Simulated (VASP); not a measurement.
**FeSi: single point with PBE**

FeSi:

```
Fe Si
1.0
     2.72152    0.00000    0.00000
     0.00000    2.72152    0.00000
     0.00000    0.00000    2.72152
Fe Si
1 1
Direct
  0.50000 0.50000 0.50000
  0.00000 0.00000 0.00000
```

The cell was built by a generator and needn't be a form met in nature.

```yaml
Program: VASP 6.6.1
Task: single point
Functional: PBE
Potentials_or_basis: VASP PAW PBE potentials, release 64 (Fe, Si)
Cutoff: 520 eV
k_mesh: 16 × 16 × 16
Occupations: gaussian, width 0.05 eV
Spin: no spin polarisation
Dipole_correction: no
Further_INCAR_settings: ALGO = Normal; EDIFF = 1e-06; NBANDS = 13
```

```
Pressure               : 11.0 GPa
Band gap on the k mesh : none (metal or under the smearing width)
```

Levels at points of the mesh, in eV from the Fermi level:
```tsv
k point	band 3	band 4	band 5	band 6	band 7	band 8	band 9	band 10
(0.00, 0.00, 0.00)	-4.09	-0.93	-0.93	-0.93	3.39	3.39	3.39	8.17
(0.50, 0.00, 0.00)	-3.10	-2.56	-2.56	-0.73	0.36	6.55	9.07	9.07
(0.50, 0.50, 0.00)	-5.34	-4.07	-1.99	-1.99	0.00	2.55	2.89	8.66
(0.50, 0.50, 0.50)	-6.34	-1.25	0.06	0.06	1.59	1.59	1.59	4.57
```

Wall time 32 s on 1 thread of AMD EPYC 7R43 64-Core Processor (Zen 3), with other jobs on the host, peak memory 0.12 GiB.

Spin polarisation is off, so any magnetic state and its effect on volume and gap are missing.
